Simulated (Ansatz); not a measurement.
## Computed frozen-phonon scan: LaAlO3 (R-3c-perovskite type, space group R-3c)

LaAlO₃ (R-3c-perovskite type, space group R-3c)

```xyz
10
Lattice="2.7066 1.5626 4.3978 -2.7066 1.5626 4.3978 0.0000 -3.1253 4.3978" Properties=species:S:1:pos:R:3 pbc="T T T"
La     0.0000     0.0000     3.2984
La     0.0000     0.0000     9.8951
Al     0.0000     0.0000     0.0000
Al     0.0000     0.0000     6.5967
O      0.2106     1.5626     7.6962
O     -1.4586    -0.5990     7.6962
O      1.2480    -0.9637     7.6962
O     -0.2106    -1.5626     5.4973
O      1.4586     0.5990     5.4973
O     -1.2480     0.9637     5.4973
```

A phonon eigenvector at Γ is frozen into this cell: atom i moves by Q times the vector below, so Q is the largest atomic displacement, in Å. The cell is held. It is one choice among 2 degenerate patterns.

```json
[
 {"atom": "La1", "x": "0.000", "y": "-0.042", "z": "0.000"},
 {"atom": "La2", "x": "0.000", "y": "-0.042", "z": "0.000"},
 {"atom": "Al3", "x": "-0.078", "y": "0.114", "z": "0.000"},
 {"atom": "Al4", "x": "0.078", "y": "0.114", "z": "0.000"},
 {"atom": "O5", "x": "0.000", "y": "-0.519", "z": "0.855"},
 {"atom": "O6", "x": "-0.500", "y": "0.346", "z": "-0.427"},
 {"atom": "O7", "x": "0.500", "y": "0.346", "z": "-0.427"},
 {"atom": "O8", "x": "0.000", "y": "-0.519", "z": "0.855"},
 {"atom": "O9", "x": "-0.500", "y": "0.346", "z": "-0.427"},
 {"atom": "O10", "x": "0.500", "y": "0.346", "z": "-0.427"}
]
```

The numbers are results of PBE (plane waves to 420 eV, PAW, scalar-relativistic; Ansatz, an electronic-structure program), not measurements. k mesh 8×8×8 (Γ-centred), Fermi-Dirac smearing 0.05 eV. E stands for the smeared free energy. Stress and pressure are positive under compression. LaAlO3 is run without spin polarisation. LaAlO3 was relaxed with its symmetry unable to fall. ΔE is measured from the undisplaced structure.

| Q (Å) | ΔE (meV/cell) | P (GPa) | −dE/dQ from forces (eV/Å) |
|---|---|---|---|
| -0.180 | 349 | 1.30 | 4.024 |
| -0.150 | 240 | 0.90 | 3.282 |
| -0.120 | 152 | 0.57 | 2.579 |
| -0.090 | 85 | 0.32 | 1.906 |
| -0.060 | 38 | 0.14 | 1.257 |
| -0.030 | 9 | 0.04 | 0.624 |
| 0.000 | 0 | 0.00 | 0.000 |
| 0.030 | 9 | 0.04 | -0.624 |
| 0.060 | 38 | 0.14 | -1.257 |
| 0.090 | 85 | 0.32 | -1.906 |
| 0.120 | 152 | 0.57 | -2.579 |
| 0.150 | 240 | 0.90 | -3.282 |
| 0.180 | 349 | 1.30 | -4.024 |

Key numbers:

| Item | Value |
|---|---|
| Energy at Q = 0.180 Å | 349 meV/cell |
| Space group of the distorted cell | Cc (No. 9), lowered from R-3c |
| Symmetry of the curve | even: the same for both signs |
| Shape of the curve | a single well with its minimum at or next to zero displacement |
| Harmonic wavenumber from the curvature (finite differences) | 286 cm⁻¹ |
| Wavenumber by perturbation theory (DFPT, on another k mesh) | 286 cm⁻¹ |

(For displaced atoms, the force is minus the slope of the energy, and its curvature is a force constant, which sets phonon frequencies.)
